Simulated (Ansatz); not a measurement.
Set up this calculation in Ansatz 0.2.0, as the native input.

* Task: relaxation of cell and atoms
* Functional: PBEsol
* Dispersion: D3(BJ)
* Potentials or basis: Ansatz PAW
* Cutoff: 420 eV (not typed: the program's choice for these potentials)
* k mesh: 8 × 8 × 8
* Occupations: fermi-dirac, width 0.05 eV
* Spin: no spin polarisation

PbS:

```
Pb S
1.0
     2.11266    1.21975    3.45192
    -2.11266    1.21975    3.45192
     0.00000   -2.43949    3.45192
Pb S
1 1
Cartesian
  0.0000 0.0000 10.1545
  0.0000 0.0000 4.9193
```

The cell is a database's computed one.

The input as run:

input.yaml

```yaml
crystal:
  lattice:
    - [2.1126617058, 1.2197458045, 3.4519162518]
    - [-2.1126617058, 1.2197458045, 3.4519162518]
    - [0.0, -2.4394916091, 3.4519162518]
  atoms:
    - { symbol: Pb, position: [0.98056578, 0.98056578, 0.98056578] }
    - { symbol: S, position: [0.47503555, 0.47503555, 0.47503555] }
hamiltonian:
  xc: pbesol
  pseudopotentials: { kind: paw }
  dispersion: d3bj
kpoints:
  mp_grid: { grid: [8, 8, 8] }
scf:
  occupations: { method: fermi_dirac, width: 0.05 }
output:
  forces: true
  stress: true
  eigenvalues: true
relax:
  f_tol: 0.01
  max_steps: 40
  cell: { stress_tol: 0.05 }
```

Potentials or basis: Ansatz PAW.

Launch:

```sh
$ ansatz run input.yaml --threads 2 --pin off --max-ram 5632MiB --backend cpu --events-out ev --progress --plain --runs-dir out
```

Results of the run:

| Quantity | Value |
| --- | --- |
| Relaxed volume | 24.78 Å³/atom |
| Relaxed cell | a = 4.123 Å, b = 4.123 Å, c = 4.123 Å, α = 60.00°, β = 60.00°, γ = 60.00° |
| Space group after relaxing (to 0.05 Å) | Fm-3m (No. 225) |
| Energy gained by relaxing | 25.8 meV/atom |
| Ionic steps | 6 |
| Pressure after relaxing | 0.0 GPa |
| Band gap on the k mesh | 0.04 eV, direct |

Caveat: the plane-wave basis is chosen anew once the cell has moved, so the energies of steps on either side of that aren't comparable; spin-orbit coupling is left out, which as a rule narrows the gap of such compounds by several tenths of an eV; the PAW data sets come from PBE, with cores solved anew for the run's functional, which leaves a small shift of forces and pressure.

Run time: 37 s on 2 threads of AMD EPYC (Zen 3) (shared host), peak memory 0.42 GiB.
